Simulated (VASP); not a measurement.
# Mg (Im-3m) in VASP: further runs

One crystal, Mg, is run at these levels: LDA, LAK; tasks: single point, electron localisation function.

Everything below comes from runs of VASP 6.6.1. Logs are shortened: lines on timing, memory, paths and dates and some standing lists are left out, and cuts for length are marked.

### Step 1. The structure

It takes space group Im-3m (No. 229, cubic). Conventional cell: a = 3.546 Å, b = 3.546 Å, c = 3.546 Å, α = 90.00°, β = 90.00°, γ = 90.00°. Around Mg (site symmetry m-3m) lie 8 Mg at 3.07 Å.

This isn't the form of Mg at room conditions, which is hcp.

### Step 2. Single point, LDA

Input file run.py:

```python
from ase.calculators.vasp import Vasp
from ase.dft.bandgap import bandgap
from ase.io import read

atoms = read('Mg.cif')
calc = Vasp(
    directory='calc',
    xc='lda',
    pp='LDA',
    setups='recommended',
    pp_version='54',
    prec='Accurate',
    encut=520,
    ediff=1e-06,
    ismear=0,
    sigma=0.02,
    lreal=False,
    lasph=True,
    nelm=80,
    algo='Fast',
    isif=2,
    lwave=False,
    lcharg=True,
    lelf=True,
    lvhar=True,
    kpts=[11, 11, 11],
    gamma=True,
    nbands=7,
)
atoms.calc = calc

print('energy (eV):', atoms.get_potential_energy())
print('free energy (eV):', atoms.get_potential_energy(force_consistent=True))
print('forces (eV/A):')
print(atoms.get_forces())
print('stress (eV/A^3, Voigt):', atoms.get_stress())
print('Fermi level (eV):', calc.get_fermi_level())
gap, top, bottom = bandgap(calc)
print('band gap (eV):', gap, 'from (spin, k, band)', top, 'to', bottom)
```

Input file Mg.cif:

```cif
data_Mg
_cell_length_a 3.07051818
_cell_length_b 3.07051818
_cell_length_c 3.07051818
_cell_angle_alpha 109.47122063
_cell_angle_beta 109.47122063
_cell_angle_gamma 109.47122063
_space_group_name_H-M_alt 'P1'
_space_group_name_Hall 'P 1'
_space_group_IT_number 1
loop_
_space_group_symop_operation_xyz
'x,y,z'
loop_
_atom_site_label
_atom_site_type_symbol
_atom_site_symmetry_multiplicity
_atom_site_Wyckoff_symbol
_atom_site_fract_x
_atom_site_fract_y
_atom_site_fract_z
_atom_site_occupancy
Mg1 Mg 1 a 0.0000000000 0.0000000000 0.0000000000 1
```

Potentials or basis: VASP PAW LDA potentials, release 54 (Mg).

The run is started by

```bash
$ python run.py
```

Output:

```text
energy (eV): -1.78072013
free energy (eV): -1.78080117
forces (eV/A):
[[0. 0. 0.]]
stress (eV/A^3, Voigt): [0.0102096 0.0102096 0.0102096 0.        0.        0.       ]
Fermi level (eV): 2.59481284
band gap (eV): 0.0 from (spin, k, band) (None, None, None) to (None, None, None)
```

OUTCAR:

```text
ENCUT = 520.000000
   EDIFF = 1.00e-06
   PREC = Accurate
   ISIF = 2
   ISMEAR = 0
   NELM = 80
   LASPH = .TRUE.
   LREAL = .FALSE.

 ion  position               nearest neighbor table
   1  0.000  0.000  0.000-

  LATTYP: Found a body centered cubic cell.
 ALAT       =     3.5455289955

  Lattice vectors:

 A1 = (   3.0705181800,   0.0000000000,   0.0000000000)
 A2 = (  -1.0235060598,   2.8949123025,   0.0000000000)
 A3 = (  -1.0235060598,  -1.4474561508,   2.5070675960)

Analysis of symmetry for initial positions (statically):
=====================================================================
 Subroutine PRICEL returns:
 Original cell was already a primitive cell.

 Routine SETGRP: Setting up the symmetry group for a
 body centered cubic supercell.

 Subroutine GETGRP returns: Found 48 space group operations
 (whereof 48 operations were pure point group operations)
 out of a pool of 48 trial point group operations.

The static configuration has the point symmetry O_h .

Analysis of symmetry for dynamics (positions and initial velocities):
=====================================================================
 Subroutine PRICEL returns:
 Original cell was already a primitive cell.

 Routine SETGRP: Setting up the symmetry group for a
 body centered cubic supercell.

 Subroutine GETGRP returns: Found 48 space group operations
 (whereof 48 operations were pure point group operations)
 out of a pool of 48 trial point group operations.

The dynamic configuration has the point symmetry O_h .

 Subroutine INISYM returns: Found 48 space group operations
 (whereof 48 operations are pure point group operations),
 and found     1 'primitive' translations

----------------------------------------------------------------------------------------

                                     Primitive cell

  volume of cell :      22.2850

  direct lattice vectors                    reciprocal lattice vectors
     3.070518180  0.000000000  0.000000000     0.325677928  0.115144536  0.199436186
    -1.023506060  2.894912303  0.000000000     0.000000000  0.345433607  0.199436186
    -1.023506060 -1.447456151  2.507067596     0.000000000  0.000000000  0.398872372

  length of vectors
     3.070518180  3.070518180  3.070518180     0.398872372  0.398872372  0.398872372

  position of ions in fractional coordinates (direct lattice)
     0.000000000  0.000000000  0.000000000

  ion indices of the primitive-cell ions
   primitive index   ion index
                 1           1

----------------------------------------------------------------------------------------

 KPOINTS: KPOINTS created by Atomic Simulation Env

Automatic generation of k-mesh.
 Grid dimensions read from file:
 generate k-points for:   11   11   11

 Generating k-lattice:

  Cartesian coordinates                     Fractional coordinates (reciprocal lattice)
     0.029607084  0.010467685  0.018130562     0.090909091  0.000000000  0.000000000
     0.000000000  0.031403055  0.018130562     0.000000000  0.090909091  0.000000000
     0.000000000  0.000000000  0.036261125     0.000000000  0.000000000  0.090909091

  Length of vectors
     0.036261125  0.036261125  0.036261125

  Shift w.r.t. Gamma in fractional coordinates (k-lattice)
     0.000000000  0.000000000  0.000000000

 Subroutine IBZKPT returns following result:
 ===========================================

 Found     56 irreducible k-points:

 Following reciprocal coordinates:
            Coordinates               Weight
  0.000000  0.000000  0.000000      1.000000
  0.090909 -0.000000  0.000000     12.000000
  0.181818 -0.000000  0.000000     12.000000
  0.272727 -0.000000  0.000000     12.000000
  0.363636 -0.000000  0.000000     12.000000
  0.454545 -0.000000  0.000000     12.000000
[... 16 lines left out ...]
  0.272727  0.181818  0.090909     48.000000
  0.363636  0.181818  0.090909     24.000000
 [... further k-points ...]
   k-points           NKPTS =     56   k-points in BZ     NKDIM =     56   number of bands    NBANDS=      7
   number of dos      NEDOS =    301   number of ions     NIONS =      1
   total plane-waves  NPLWV =  13824
   dimension x,y,z NGX =    24 NGY =   24 NGZ =   24
   dimension x,y,z NGXF=    48 NGYF=   48 NGZF=   48
   ions per type =               1
   NGX,Y,Z   is equivalent  to a cutoff of  12.99, 12.99, 12.99 a.u.
   NGXF,Y,Z  is equivalent  to a cutoff of  25.99, 25.99, 25.99 a.u.
 SYSTEM =  unknown system
   PREC   = accura    normal or accurate (medium, high low for compatibility)
   ISTART =      0    job   : 0-new  1-cont  2-samecut
   ICHARG =      2    charge: 1-file 2-atom 10-const
   ISPIN  =      1    spin polarized calculation?
   LNONCOLLINEAR =      F non collinear calculations
   LSORBIT =      F    spin-orbit coupling
   LASPH  =      T    aspherical Exc in radial PAW
   ENCUT  =  520.0 eV  38.22 Ry    6.18 a.u.   5.71  5.71  5.71*2*pi/ulx,y,z
   NELM   =     80;   NELMIN=  2; NELMDL= -5     # of ELM steps
   EDIFF  = 0.1E-05   stopping-criterion for ELM
   LREAL  =      F    real-space projection
   EDIFFG = 0.1E-04   stopping-criterion for IOM
   NSW    =      0    number of steps for IOM
   IBRION =     -1    ionic relax: 0-MD 1-quasi-New 2-CG
   NFREE  =      0    steps in history (QN), initial steepest desc. (CG)
   ISIF   =      2    stress and relaxation
   ISYM   =      2    0-nonsym 1-usesym 2-fastsym
   POTIM  = 0.5000    time-step for ionic-motion
   TEBEG  =    0.0;   TEEND  =   0.0 temperature during run
   PSTRESS=    0.0 pullay stress
   NELECT =       2.0000    total number of electrons
   NUPDOWN=      -1.0000    fix difference up-down
   EMIN   =  10.00;   EMAX   =-10.00  energy-range for DOS
   EFERMI =   0.00;   METHOD = LEGACY
   ISMEAR =     0;   SIGMA  =   0.02  broadening in eV -4-tet -1-fermi 0-gaus
   EFERMI_NEDOS =   21; number of points for ismear=-14 and -15
   IALGO  =     68    algorithm
   IMIX   =      4    mixing-type and parameters
     AMIX     =   0.40;   BMIX     =  1.00
     AMIX_MAG =   1.60;   BMIX_MAG =  1.00
  volume/ion in A,a.u.               =      22.29       150.39
  Fermi-wavevector in a.u.,A,eV,Ry     =   0.732960  1.385094  7.309469  0.537231
  Thomas-Fermi vector in A             =   1.825552
   LORBIT       =      0    0 simple, 1 ext, 2 COOP (PROOUT), +10 PAW based schemes
   GGA     = CA    functional components
   LHFCALC =     F    Hartree Fock is set to
   AEXX    =    0.0000 exact exchange contribution
   IVDW    =     0    specifies the selected vdW correction
   LEPSILON=     F    determine dielectric tensor
   LRPA    =     F    only Hartree local field effects (RPA)
 non-spin polarized calculation
 RMM-DIIS sequential band-by-band and
 Gauss-broadening in eV      SIGMA  =   0.02
  energy-cutoff  :      520.00
  volume of cell :       22.29
 maximum number of plane-waves:       615
   NGX = 11   NGY = 11   NGZ = 11

 number of electron       2.0000000 magnetization

 Free energy of the ion-electron system (eV)
  ---------------------------------------------------
  ext. energy  EPLUGINS =         0.00000000
  ---------------------------------------------------
  free energy    TOTEN  =        -1.78080117 eV

  energy without entropy =       -1.78063909  energy(sigma->0) =       -1.78072013

 E-fermi :   2.5948     XC(G=0):  -8.7801

 val. band max:        2.5852738872   @ k =   0.3636   0.1818   0.0909
 cond. band min:       2.7207043472   @ k =  -0.4545   0.4545   0.0909
 fundamental gap:      0.1354304600
 Fermi energy:         2.5948128418

 k-point     1 :       0.0000    0.0000    0.0000
  band No.  band energies     occupation
      1      -4.4199      2.00000
      2      15.7663      0.00000
      3      15.7663      0.00000
      4      15.7663      0.00000
      5      17.8614      0.00000
      6      17.8890      0.00000
      7      17.8894      0.00000
[... 221 lines left out ...]
 k-point    24 :       0.3636    0.1818    0.0909
  band No.  band energies     occupation
      1       1.9952      2.00000
      2       2.5853      1.50001
      3       6.3885      0.00000
      4       8.6830      0.00000
      5      18.3156      0.00000
      6      19.8812      0.00000
      7      21.6216      0.00000

 [... further k-points ...]

------------------------ aborting loop because EDIFF is reached ----------------------------------------

  FORCE on cell =-STRESS in cart. coord.  units (eV):
  Direction    XX          YY          ZZ          XY          YZ          ZX
  --------------------------------------------------------------------------------------
  -------------------------------------------------------------------------------------
  Total       -0.2275211     -0.2275211     -0.2275211     -0.0000000     -0.0000000     -0.0000000
  in kB      -16.3575865    -16.3575865    -16.3575865     -0.0000000     -0.0000000     -0.0000000
  external PRESSURE =     -16.3575865 kB  Pullay stress =       0.0000000 kB

 VOLUME and BASIS-vectors are now :
 -----------------------------------------------------------------------------
  energy-cutoff  :      520.00
  volume of cell :       22.29
      direct lattice vectors                 reciprocal lattice vectors
     3.070518180  0.000000000  0.000000000     0.325677928  0.115144536  0.199436186
    -1.023506060  2.894912303  0.000000000     0.000000000  0.345433607  0.199436186
    -1.023506060 -1.447456151  2.507067596     0.000000000  0.000000000  0.398872372

 POSITION                                       TOTAL-FORCE (eV/Angst)
 -----------------------------------------------------------------------------------
      0.00000      0.00000      0.00000         0.000000      0.000000      0.000000
 -----------------------------------------------------------------------------------
    total drift:                                0.000000      0.000000      0.000000

  FREE ENERGIE OF THE ION-ELECTRON SYSTEM (eV)
  ---------------------------------------------------
  free  energy   TOTEN  =        -1.7808011716 eV

  energy  without entropy=       -1.7806390926  energy(sigma->0) =       -1.78072013
```

INCAR:

```text
ENCUT = 520.000000
SIGMA = 0.020000
EDIFF = 1.00e-06
ALGO = Fast
PREC = Accurate
ISIF = 2
ISMEAR = 0
NBANDS = 7
NELM = 80
LASPH = .TRUE.
LCHARG = .TRUE.
LELF = .TRUE.
LVHAR = .TRUE.
LWAVE = .FALSE.
LREAL = .FALSE.
```

It took 12 s on 1 thread of AMD EPYC 7R43 (Zen 3), shared host; peak memory 0.09 GiB.

Results:

| Property | Result |
| --- | --- |
| Free energy | -1.7808 eV |
| Pressure | -1.6 GPa |
| Band gap on the k mesh | none (metal or under the smearing width) |

### Step 3. Electron localisation function, LAK

Input file INCAR:

```
ALGO = Normal
EDIFF = 1E-6
ENCUT = 520
ISIF = 2
ISMEAR = -1
LASPH = T
LCHARG = T
LELF = T
LMIXTAU = T
LREAL = F
LWAVE = F
METAGGA = LAK
NELM = 100
PREC = Accurate
SIGMA = 0.05
```

Input file KPOINTS:

```
k-points
0
Gamma
  11 11 11
```

Input file POSCAR:

```
Mg
1.0
   -1.7727644967      1.7727644967      1.7727644967
    1.7727644967     -1.7727644967      1.7727644967
    1.7727644967      1.7727644967     -1.7727644967
Mg
1
Direct
    0.0000000000      0.0000000000      0.0000000000
```

Potentials or basis: VASP PAW PBE potentials, release 64 (Mg).

The run is started by

```bash
$ cat potpaw_PBE.64/Mg/POTCAR > POTCAR
$ mpirun -np 1 vasp_std > vasp.out
```

OUTCAR:

```text
EDIFF = 1E-6
   ENCUT = 520
   ISIF = 2
   ISMEAR = -1
   LASPH = T
   LREAL = F
   METAGGA = LAK
   NELM = 100
   PREC = Accurate

 ion  position               nearest neighbor table
   1  0.000  0.000  0.000-

  LATTYP: Found a body centered cubic cell.
 ALAT       =     3.5455289934

  Lattice vectors:

 A1 = (  -1.7727644967,   1.7727644967,   1.7727644967)
 A2 = (   1.7727644967,  -1.7727644967,   1.7727644967)
 A3 = (   1.7727644967,   1.7727644967,  -1.7727644967)

Analysis of symmetry for initial positions (statically):
=====================================================================
 Subroutine PRICEL returns:
 Original cell was already a primitive cell.

 Routine SETGRP: Setting up the symmetry group for a
 body centered cubic supercell.

 Subroutine GETGRP returns: Found 48 space group operations
 (whereof 48 operations were pure point group operations)
 out of a pool of 48 trial point group operations.

The static configuration has the point symmetry O_h .

[... 154 lines left out ...]
  free energy    TOTEN  =        -0.83348998 eV

  energy without entropy =       -0.83101292  energy(sigma->0) =       -0.83225145

 E-fermi :   2.8918     XC(G=0):  -9.2990

 val. band max:        2.8713471803   @ k =   0.3636   0.1818   0.0909
 cond. band min:       2.9688699647   @ k =  -0.4545   0.4545   0.0909
 fundamental gap:      0.0975227844
 Fermi energy:         2.8917839076

 k-point     1 :       0.0000    0.0000    0.0000
  band No.  band energies     occupation
      1      -4.8611      2.00000
      2      17.1924      0.00000
      3      17.1924      0.00000
      4      17.1924      0.00000
      5      19.4331      0.00000
[... 177 lines left out ...]
 k-point    24 :       0.3636    0.1818    0.0909
  band No.  band energies     occupation
      1       1.9862      2.00000
      2       2.8713      1.20157
      3       6.9331      0.00000
      4       9.6960      0.00000
      5      20.0296      0.00000

 [... further k-points ...]

------------------------ aborting loop because EDIFF is reached ----------------------------------------

  FORCE on cell =-STRESS in cart. coord.  units (eV):
  Direction    XX          YY          ZZ          XY          YZ          ZX
  --------------------------------------------------------------------------------------
  -------------------------------------------------------------------------------------
  Total       -0.0137732     -0.0137732     -0.0137732      0.0000000     -0.0000000      0.0000000
  in kB       -0.9902202     -0.9902202     -0.9902202      0.0000000     -0.0000000      0.0000000
  external PRESSURE =      -0.9902202 kB  Pullay stress =       0.0000000 kB

 VOLUME and BASIS-vectors are now :
 -----------------------------------------------------------------------------
  energy-cutoff  :      520.00
  volume of cell :       22.29
      direct lattice vectors                 reciprocal lattice vectors
    -1.772764497  1.772764497  1.772764497     0.000000000  0.282045360  0.282045360
     1.772764497 -1.772764497  1.772764497     0.282045360  0.000000000  0.282045360
     1.772764497  1.772764497 -1.772764497     0.282045360  0.282045360  0.000000000

 POSITION                                       TOTAL-FORCE (eV/Angst)
 -----------------------------------------------------------------------------------
      0.00000      0.00000      0.00000         0.000000      0.000000      0.000000
 -----------------------------------------------------------------------------------
    total drift:                               -0.000000     -0.000000     -0.000000

  FREE ENERGIE OF THE ION-ELECTRON SYSTEM (eV)
  ---------------------------------------------------
  free  energy   TOTEN  =        -0.8334899822 eV

  energy  without entropy=       -0.8310129172  energy(sigma->0) =       -0.83225145
```

OSZICAR:

```text
N       E                     dE             d eps       ncg     rms          rms(c)
DAV:   1    -0.449307040934E-01   -0.44931E-01   -0.86198E+02   620   0.287E+02
DAV:   2    -0.110647502790E+01   -0.10615E+01   -0.10200E+01   680   0.184E+01
DAV:   3    -0.111763354668E+01   -0.11159E-01   -0.11153E-01   765   0.197E+00
[... 12 lines left out ...]
DAV:  16    -0.833471260284E+00    0.47396E-05   -0.11680E-06   640   0.774E-03    0.112E-02
DAV:  17    -0.833476535852E+00   -0.52756E-05   -0.40665E-07   630   0.618E-03    0.107E-02
DAV:  18    -0.833488367135E+00   -0.11831E-04   -0.59484E-06   570   0.258E-02    0.957E-03
DAV:  19    -0.833489694553E+00   -0.13274E-05   -0.80687E-07   595   0.749E-03    0.107E-02
DAV:  20    -0.833489982190E+00   -0.28764E-06   -0.79782E-08   325   0.343E-03
   1 F= -.83348998E+00 E0= -.83225145E+00  d E =-.247707E-02
```

stdout:

```text
POSCAR found type information on POSCAR Mg
 POSCAR found :  1 types and       1 ions
 scaLAPACK will be used
 -----------------------------------------------------------------------------
|                                                                             |
|                                                                             |
|     You enforced a specific xc type in the INCAR file but a different       |
|     I HOPE YOU KNOW WHAT YOU ARE DOING!                                     |
|                                                                             |
 -----------------------------------------------------------------------------

 LDA part: xc-table for (None), standard interpolation
 POSCAR, INCAR and KPOINTS ok, starting setup
 FFT: planning ... GRIDC
 FFT: planning ... GRID_SOFT
 FFT: planning ... GRID
 WAVECAR not read
 entering main loop
```

Run time: 85 s. Hardware: 1 thread of AMD EPYC 7R43 (Zen 3), shared host; peak memory 0.1 GiB.

What came out:

- Free energy: -0.8335 eV
- Pressure: -0.1 GPa
- Band gap on the k mesh: none (metal or under the smearing width)

Levels at points of the mesh, in eV from the Fermi level:
```
           k point  band 1  band 2  band 3  band 4  band 5
(0.00, 0.00, 0.00)   -7.75   14.30   14.30   14.30   16.54
```

Caveat: the PAW data sets were made with another functional, which shifts forces and pressure a little.
